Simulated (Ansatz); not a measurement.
Reaction (formal exchange of groups at the Si–C bond): `OCCC[SiH3]` + `CC#[C][GeH2][OH]` → `[OH][GeH2][C]#C[SiH3]` + `CCCCO`

Isolated molecules relaxed with PBE0-D4/def2-TZVP in Ansatz; ΔE leaves out vibrations. CCSD(T)/CBS adds triple-zeta CCSD(T) − MP2 to the extrapolated MP2 energy (def2 sets, frozen cores). DFT in def2-TZVPP. B3LYP here is the variant with VWN-RPA as its local correlation; programs differ in this. For Ge outer-core shells are correlated without core-valence functions, which leaves a few kJ/mol of doubt a bond. Scalar relativity is left out up to krypton. Each species was taken in one conformer, which may not be the lowest.

`OCCC[SiH3]`:

```xyz
15

O    -0.121    1.196    1.780
C     0.820    1.050    0.735
C     0.071    0.994   -0.577
C    -0.939   -0.150   -0.657
Si   -0.225   -1.880   -0.499
H     0.341    1.156    2.620
H     1.410    0.131    0.870
H     1.523    1.894    0.719
H     0.808    0.908   -1.383
H    -0.444    1.950   -0.721
H    -1.697   -0.026    0.121
H    -1.469   -0.107   -1.615
H     0.299   -2.156    0.866
H    -1.276   -2.890   -0.798
H     0.897   -2.070   -1.462
```

`CC#[C][GeH2][OH]`:

```xyz
11

C     0.072    1.536   -1.978
C    -0.107    0.681   -0.823
C    -0.259   -0.036    0.138
Ge   -0.479   -1.151    1.653
O     0.938   -2.216    1.811
H    -0.765    2.231   -2.078
H     0.989    2.122   -1.890
H     0.133    0.944   -2.895
H    -1.665   -2.103    1.479
H    -0.619   -0.268    2.905
H     1.761   -1.740    1.679
```

`[OH][GeH2][C]#C[SiH3]`:

Cartesian coordinates in Å:
```
O -0.905 1.390 -2.682
Ge -0.510 1.924 -1.035
C -0.099 0.397 0.030
C 0.175 -0.581 0.696
Si 0.578 -2.052 1.699
H -0.244 0.795 -3.043
H 0.719 2.847 -1.042
H -1.774 2.614 -0.525
H 1.794 -2.699 1.150
H 0.824 -1.632 3.100
H -0.559 -3.003 1.652
```

`CCCCO`:

Z-matrix (Å, degrees):
```
C
C 1 1.519
H 1 1.093 2 111.1
H 1 1.094 2 111.1 3 -119.6
H 1 1.092 2 111.6 3 120.2
C 2 1.520 1 112.9 3 59.6
H 2 1.096 1 109.6 3 -178.2
H 2 1.096 1 109.6 3 -62.3
C 6 1.515 2 112.9 1 179.5
H 6 1.096 2 110.1 1 -58.8
H 6 1.099 2 109.3 1 57.8
O 9 1.412 6 113.3 2 177.4
H 9 1.094 6 110.0 2 59.5
H 9 1.100 6 109.8 2 -57.9
H 12 0.961 9 108.2 6 58.9
```

```csv
level,ΔE (eV)
PBE-D4,-0.10
PBE0-D4,-0.11
B3LYP-D4,-0.15
r2SCAN,-0.16
SCS-MP2/def2-TZVPP,-0.25
CCSD(T)/def2-TZVPP,-0.22
HF/CBS(def2),-0.28
MP2/CBS(def2),-0.21
```

Question: What does CCSD(T)/CBS give? (An estimate is asked.)

Answer: The calculation gave: -0.22 eV. The listed levels differ from it by 0.12, 0.11, 0.07, 0.06, -0.03, 0.00, -0.06, 0.01 eV.

Largest T1 diagnostic among the species: 0.012.

In def2-TZVPP, CCSD(T) changes the Hartree–Fock value by +0.06 eV (the triples alone add +0.00 eV) and MP2 by +0.07 eV. The D4 term adds +0.05 eV with B3LYP and +0.03 eV with PBE0; it sums over pairs of atoms, weighted by their polarisabilities, and B3LYP, whose exchange is more repulsive, gets the larger term.

CCSD(T)/CBS has its own doubt, a few kJ/mol and more with outer-core shells, so smaller differences from it don't rank the levels.
